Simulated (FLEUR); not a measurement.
# Ge (Fmmm) in FLEUR: single point with PBEsol

Aim: the single point of Ge with PBEsol.

All numbers are computed with FLEUR MaX-R8.1 (later development tree); they aren't measurements. Logs are shortened: lines on timing, memory, paths and dates and some standing lists are left out, and cuts for length are marked.

## 1. The structure

The structure is orthorhombic, space group Fmmm (No. 69). The conventional cell has a = 5.261 Å, b = 5.771 Å, c = 10.231 Å, α = 90.00°, β = 90.00°, γ = 90.00°. Around Ge (site symmetry m2m) lie 5 Ge at 2.61 to 2.73 Å. Around Ge (site symmetry mm2) lie 6 Ge at 2.71 to 2.96 Å.

This isn't the form of Ge at room conditions, which is diamond.

## 2. Single point, PBEsol

inp.xml

```xml
<?xml version="1.0" encoding="UTF-8" standalone="no"?>
<fleurInput fleurInputVersion="0.39">
   <comment>
      Ge                                                                                                  
   </comment>
   <calculationSetup>
      <cutoffs Kmax="4.41" Gmax="13.7" GmaxXC="13.7" numbands="0"/>
      <scfLoop itmax="60" minDistance="0.00001" maxIterBroyd="15" imix="Anderson" alpha="0.05" precondParam="0.0" spinf="2.0" sdNocoIR="T"/>
      <coreElectrons ctail="T" frcor="F" kcrel="0" coretail_lmax="0"/>
      <xcFunctional name="PBEs" relativisticCorrections="F"/>
      <magnetism jspins="1"/>
      <soc l_soc="F" theta="0.0" phi="0.0" spav="F"/>
      <expertModes spex="0" secvar="F"/>
      <geometryOptimization l_f="T" forcealpha="1.0" forcemix="BFGS" epsdisp="0.0005" epsforce="0.0002"/>
      <ldaU l_linMix="F" mixParam="0.05" spinf="1.0"/>
   </calculationSetup>
   <cell>
      <bzIntegration valenceElectrons="88.0" mode="hist" fermiSmearingEnergy="0.00183747">
         <kPointListSelection listName="default-1"/>
         <!-- k-points included here -->
         <xi:include xmlns:xi="http://www.w3.org/2001/XInclude" href="kpts.xml"> </xi:include>
      </bzIntegration>
      <!-- symmetry operations included here -->
      <xi:include xmlns:xi="http://www.w3.org/2001/XInclude" href="sym.xml"> </xi:include>
      <bulkLattice scale="1.0">
         <bravaisMatrix>
            <row-1>    0.0000000000000000     5.4532582668032044     9.6672057952018591</row-1>
            <row-2>    4.9709189015819257     0.0000000000000000     9.6672057952018591</row-2>
            <row-3>    4.9709189015819257     5.4532582668032044     0.0000000000000000</row-3>
         </bravaisMatrix>
      </bulkLattice>
   </cell>
   <atomSpecies>
      <species name="Germanium (Ge)" element="Ge" atomicNumber="32">
         <mtSphere radius="2.22" gridPoints="757" logIncrement="0.016"/>
         <atomicCutoffs lmax="9" lnonsphr="9"/>
         <electronConfig flipSpins="F">
            <coreConfig>(1s1/2) (2s1/2) (2p1/2) (2p3/2)</coreConfig>
            <valenceConfig>(3s1/2) (3p1/2) (3p3/2) (4s1/2) (3d3/2) (3d5/2) (4p1/2) (4p3/2)</valenceConfig>
            <stateOccupation state="(4p1/2)" spinUp="0.333333" spinDown="0.333333"/>
            <stateOccupation state="(4p3/2)" spinUp="0.666667" spinDown="0.666667"/>
         </electronConfig>
         <energyParameters s="4" p="4" d="3" f="4"/>
         <lo type="SCLO" l="0" n="3" eDeriv="0"/>
         <lo type="SCLO" l="1" n="3" eDeriv="0"/>
         <lo type="SCLO" l="1" n="3" eDeriv="1"/>
         <lo type="HELO" l="2" n="4" eDeriv="0"/>
         <lo type="HELO" l="2" n="4" eDeriv="1"/>
         <lo type="SCLO" l="3" n="4" eDeriv="2"/>
      </species>
   </atomSpecies>
   <atomGroups>
      <atomGroup species="Germanium (Ge)">
         <relPos label="                   1">-.2735100000 .2735100000 -.2735100000</relPos>
         <relPos label="                   2">.2735100000 -.2735100000 .2735100000</relPos>
         <force calculate="T" relaxXYZ="TTT"/>
      </atomGroup>
      <atomGroup species="Germanium (Ge)">
         <relPos label="                   3">.2181330000 .2181330000 -.2181330000</relPos>
         <relPos label="                   4">-.2181330000 -.2181330000 .2181330000</relPos>
         <force calculate="T" relaxXYZ="TTT"/>
      </atomGroup>
   </atomGroups>
   <output dos="F" band="F" slice="F">
      <checks vchk="F" cdinf="F"/>
      <bandDOS minEnergy="-.5*Htr" maxEnergy="0.5*Htr" sigma="0.015" storeEVData="T"/>
      <vacuumDOS vacdos="F" integ="F" star="F" nstars="0" locx1="0.0" locy1="0.0" locx2="0.0" locy2="0.0" nstm="0" tworkf="0.0"/>
      <unfoldingBand unfoldBand="F" supercellX="1" supercellY="1" supercellZ="1"/>
      <plotting iplot="0" polar="F">
         <plot TwoD="T" vec1="  1.0  0.0  0.0" vec2="  0.0  1.0  0.0" vec3="  0.0  0.0  1.0" zero="  0.0  0.0  0.0" file="plot"/>
      </plotting>
      <chargeDensitySlicing numkpt="0" minEigenval="0.0" maxEigenval="0.0" nnne="0" pallst="F"/>
      <specialOutput eonly="F"/>
      <moessbauerParams electricFieldGradient="T" isomerShift="T" coreHyperfine="T" valenceHyperfine="T"/>
      <magneticCircularDichroism mcd="F" energyLo="-10.0" energyUp="0.0"/>
   </output>
  <!-- We include the file relax.xml here to enable relaxations (see documentation) -->
  <xi:include xmlns:xi="http://www.w3.org/2001/XInclude" href="relax.xml"> <xi:fallback/> </xi:include>
</fleurInput>
```

crystal.txt

```
Ge
&input cartesian=F /
0.0000000000  2.8857400000  5.1156650000
2.6304970000  0.0000000000  5.1156650000
2.6304970000  2.8857400000  0.0000000000
1.8897261246
1.0 1.0 1.0

4
32 0.7264900000  0.2735100000  0.7264900000
32 0.2735100000  0.7264900000  0.2735100000
32 0.2181330000  0.2181330000  0.7818670000
32 0.7818670000  0.7818670000  0.2181330000

&kpt div1=7 div2=7 div3=7 gamma=T /
```

Potentials or basis: all-electron, FLAPW.

The run is started by

```sh
> inpgen -f crystal.txt -profile fastHighL
> # inp.xml edited to the form shown
> fleur_MPI
```

What it wrote:

```text
Welcome to FLEUR        (www.flapw.de)
      MaX-Release 8.1          (www.max-centre.eu)

 ========== k-point set info ==========
 Selected k-point list: default-1
 k-point list type: mesh
 7 x 7 x 7
 Number of k points: 64

 ------------Calculation Setup---------------------------
 Number of MPI-tasks      :            1
 Number of PE/node        :            1
 Number of OMP-threads    :            1
 Most efficient MPI parallelization for:
           1           2           4           8          16          32          64
 Additional eigenvalue parallelization possible
 Number of basis functions:          941
 Approximate size of matrices (H+S) per k-point:         0.013 GB
 --------------------------------------------------------
 Iteration:     1   Distance:       4.53129348 me/bohr^3
 Iteration:     2   Distance:       4.17843422 me/bohr^3
 Iteration:     3   Distance:       1.95780017 me/bohr^3
 Iteration:     4   Distance:       0.55663704 me/bohr^3
 Iteration:     5   Distance:       0.33898975 me/bohr^3
 Iteration:     6   Distance:       0.11953746 me/bohr^3
 Iteration:     7   Distance:       0.02335956 me/bohr^3
 Iteration:     8   Distance:       0.02063021 me/bohr^3
 Iteration:     9   Distance:       0.00716765 me/bohr^3
 Iteration:    10   Distance:       0.00219643 me/bohr^3
 Iteration:    11   Distance:       0.00148179 me/bohr^3
 Iteration:    12   Distance:       0.00033243 me/bohr^3
 Iteration:    13   Distance:       0.00018437 me/bohr^3
 Iteration:    14   Distance:       0.00010376 me/bohr^3
 Iteration:    15   Distance:       0.00000883 me/bohr^3
 Reset of history

 ********************************************************************
 Run finished successfully
 Stop message:
   Structural relaxation: new displacements generated
 ********************************************************************
```

Run time: 9.8 min. Hardware: 1 thread of Arm Neoverse V1, shared host; peak memory 0.13 GiB.

What came out:

```
Free energy                                           : -228309.4080 eV
Largest force                                         : 0.042 eV/Å
Band gap on the k mesh                                : none (metal or under the smearing width)
Valence electrons inside the program's atomic spheres : Ge 20.03, 19.99 (radii Ge 2.22 bohr)
```

Forces on the atoms (eV/Å):
```
Ge   0.000 -0.040  0.000
Ge   0.000  0.040  0.000
Ge   0.000  0.000  0.042
Ge   0.000  0.000 -0.042
```

Core levels (eV from the Fermi level):
```tsv
atom	levels
1 Ge	1s1/2 -10944.3, 2s1/2 -1365.4, 2p1/2 -1214.3, 2p3/2 -1182.5
2 Ge	1s1/2 -10944.3, 2s1/2 -1365.4, 2p1/2 -1214.3, 2p3/2 -1182.5
3 Ge	1s1/2 -10944.3, 2s1/2 -1365.4, 2p1/2 -1214.4, 2p3/2 -1182.5
4 Ge	1s1/2 -10944.3, 2s1/2 -1365.4, 2p1/2 -1214.4, 2p3/2 -1182.5
```
